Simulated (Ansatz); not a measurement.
Input and command of a plane-wave DFT calculation in Ansatz:

```yaml
crystal:
  lattice:
    - [4.1053305968, 0.0, 0.0]
    - [0.0, 4.1053305968, 0.0]
    - [0.0, 0.0, 4.1053305968]
  atoms:
    - { symbol: Sc, position: [0.0, 0.0, 0.0] }
    - { symbol: Al, position: [0.568896452, -0.068896452, 0.5] }
    - { symbol: Al, position: [0.0, 0.5, 0.5] }
    - { symbol: Al, position: [0.5, 0.5, 0.0] }
basis:
  ecutwfc: 420
kpoints:
  mp_grid: { grid: [12, 12, 12] }
hamiltonian:
  xc: pbe
scf:
  occupations: { method: gaussian, width: 0.15 }
output:
  forces: true
  stress: true
  eigenvalues: true
```

```bash
ansatz run input.yaml --threads 1 --pin off --max-ram 2560MiB --backend cpu --events-out ev --progress --plain --runs-dir out
```

Processor: Arm Neoverse V2, 1 thread, on a host shared with other jobs.

**Question.** How long does it run, and how much memory does it take?

**Answer.** About 45 s on 1 thread of Arm Neoverse V2, with other jobs on the host, peak memory 0.78 GiB. It solves 14 bands at 518 k points (the mesh reduced by the symmetry that the task leaves, which can be less than the crystal's) with about 1357 plane waves, in 6 SCF iterations.
